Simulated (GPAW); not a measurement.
Runs of GPAW 26.7.0 on MgO. Symmetry: Fm-3m, No. 225, cubic system. The conventional cell has a = 4.194 Å, b = 4.194 Å, c = 4.194 Å, α = 90.00°, β = 90.00°, γ = 90.00°. Around Mg (site symmetry m-3m) lie 6 O at 2.10 Å. O (site symmetry m-3m) has 6 Mg at 2.10 Å as nearest neighbours. The cell is a database's computed one.

```csv
task,level,potentials or basis,k mesh,cutoff (eV),smearing,band path,band points,hybrids on these orbitals,oneshot functional,data set,gap on the mesh (eV),pressure (GPa)
single point,PBE,"GPAW PAW data sets (gpaw-data 1.2.1), pw",11 × 11 × 11,800,gaussian 0.029 eV,-,-,-,-,-,4.89,7.0
single point,RPBE,"the program's PAW data sets (release 1.2.1) made for this functional, pw",11 × 11 × 11,800,gaussian 0.05 eV,-,-,-,-,-,5.00,(a)
band structure,GLLB-SC,"the program's PAW data sets (release 1.2.1) made for this functional, pw",9 × 9 × 9,800,fermi-dirac 0.05 eV,"GXWKGLUWLK,UX",80,-,-,-,8.41,-
one-shot levels of the hybrid HSE06,LDA,"the program's PAW data sets (release 1.2.1) made for this functional, pw",7 × 7 × 7,600,fermi-dirac 0.05 eV,-,-,"["HSE06", "HSE03", "B3LYP"]",HSE06,-,4.80,(b)
single point,PBEsol,"PAW data sets generated in the run's folder for this functional, pw",11 × 11 × 11,800,gaussian 0.02 eV,-,-,-,-,-,4.78,3.1
single point,RPBE+D4,"the program's PAW data sets (release 1.2.1) made for this functional, pw",11 × 11 × 11,800,gaussian 0.1 eV,-,-,-,-,-,5.00,4.5
```

Alike in all rows: no spin polarisation; cell as given.

Q: Estimate the missing entries.

A: (a) 12.1; (b) -8.9.

Caveats: the GLLB-SC gap is the Kohn-Sham gap of the path plus the derivative discontinuity (some runs); a model potential gives levels but no total energy (some runs); the cutoff is short for stress and forces, so pressures can be off by a GPa or more (some runs); energy and the plain gap are those of the semilocal run (some runs); the hybrids' values are one shot on its orbitals and mesh (some runs).

